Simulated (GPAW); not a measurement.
The system is SnO.

```xyz
4
Lattice="3.8137 0.0000 0.0000 0.0000 3.8137 0.0000 0.0000 0.0000 4.8869" Properties=species:S:1:pos:R:3 pbc="T T T"
Sn    1.9068    0.0000    3.7367
Sn    0.0000    1.9068    1.1503
O     0.0000    0.0000    0.0000
O     1.9068    1.9068    0.0000
```

The cell is a database's computed one.

Base run:

| Quantity | Value |
| --- | --- |
| Program | GPAW 26.7.0 |
| Functional | LDA |
| Potentials or basis | the program's PAW data sets (release 1.2.1) made for this functional |
| Cutoff | 600 eV |
| Basis | pw |
| k mesh | 6 × 6 × 5 |
| Occupations | fermi-dirac, width 0.05 eV |
| Spin | no spin polarisation |

Its results: band gap on the k mesh 0.23 eV, indirect (least direct gap 2.01 eV).

Q: The run is repeated on the same cell with these changes: functional from LDA to GLLB-SC; cutoff from 600 eV to 550 eV; occupations from fermi-dirac, width 0.05 eV to fermi-dirac, width 0.001 eV. What comes out?

A: Band gap on the k mesh, kohn-sham part alone 0.37 eV, indirect (least direct gap 2.26 eV).

Caveats: spin-orbit coupling is left out, which moves the levels of the heavy elements; an odd mesh through Γ misses points on the zone boundary, where band edges often lie; the gap is small at this level, which inflates the dielectric constant (some runs); a model potential gives levels but no total energy (some runs); the long-wavelength limit can be off by a per cent or two (some runs); response on these states lacks terms of the Hamiltonian (some runs).
